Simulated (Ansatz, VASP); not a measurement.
Ir: VASP beside Ansatz

The input INCAR:

```
SYSTEM = Ir
PREC     = Accurate       ! precision mode
ENCUT    = 520            ! plane-wave cutoff, eV
EDIFF    = 1E-7           ! SCF threshold, eV
ISMEAR   = -1             ! smearing method
SIGMA    = 0.05           ! smearing width, eV
LREAL    = .FALSE.        ! projectors in reciprocal space
LASPH    = .TRUE.         ! aspherical terms in the spheres
NELM     = 80             ! most SCF steps
ALGO     = Normal         ! electronic algorithm
ISIF     = 2              ! what is computed and relaxed
LWAVE    = .FALSE.        ! write WAVECAR
LCHARG   = .FALSE.        ! write CHGCAR
GGA      = PS             ! functional
NBANDS   = 10             ! bands
```

KPOINTS

```
Automatic mesh
0
G
  12 12 12
  0 0 0
```

The input POSCAR:

```
Ir
1.0
   -0.0090280000      1.9583660000      1.9389210000
    1.8983890000      0.0228980000      1.9069950000
    1.8996790000      1.9277290000      0.0216080000
Ir
1
Direct
   -0.0023390000     -0.0031610000     -0.0142520000
```

The input input.yaml:

```yaml
crystal:
  lattice:
    - [-0.009028, 1.958366, 1.938921]
    - [1.898389, 0.022898, 1.906995]
    - [1.899679, 1.927729, 0.021608]
  atoms:
    - { symbol: Ir, position: [-0.002339, -0.003161, -0.014252] }
hamiltonian:
  xc: pbesol
  pseudopotentials: { kind: paw }
kpoints:
  mp_grid: { grid: [12, 12, 12] }
scf:
  occupations: { method: fermi_dirac, width: 0.05 }
output:
  forces: true
  stress: true
  eigenvalues: true
```

Change from the starting cell: cell strained at random at fixed volume.

Alike in both runs: task single point; functional PBEsol; k mesh 12 × 12 × 12; occupations fermi-dirac, width 0.05 eV; no spin polarisation.

|  | VASP | Ansatz |
| --- | --- | --- |
| version | VASP 6.6.1 | Ansatz 0.2.0 |
| potentials or method | VASP PAW PBE potentials, release 64 (Ir) | Ansatz PAW |
| plane-wave cutoff (eV) | 520 | 420 |
| valence electrons in the cell | 9 | 17 |

```csv
,VASP,Ansatz,Ansatz less VASP
gap on the k mesh at the Fermi level (eV),none,none,-
pressure (GPa),0.7,-0.3,-0.99
largest component of the traceless stress (GPa),8.31,8.30,-0.011
```

A gap of «none» marks a metal or a gap that the smearing closes. The two sets of potentials don't hold the same shells in valence.

Caveats: the PAW data sets were made with another functional, which shifts forces and pressure a little (VASP); the PAW data sets come from PBE, with cores solved anew for the run's functional, which leaves a small shift of forces and pressure (Ansatz). Spin-orbit coupling is left out, which matters for the levels of Ir.
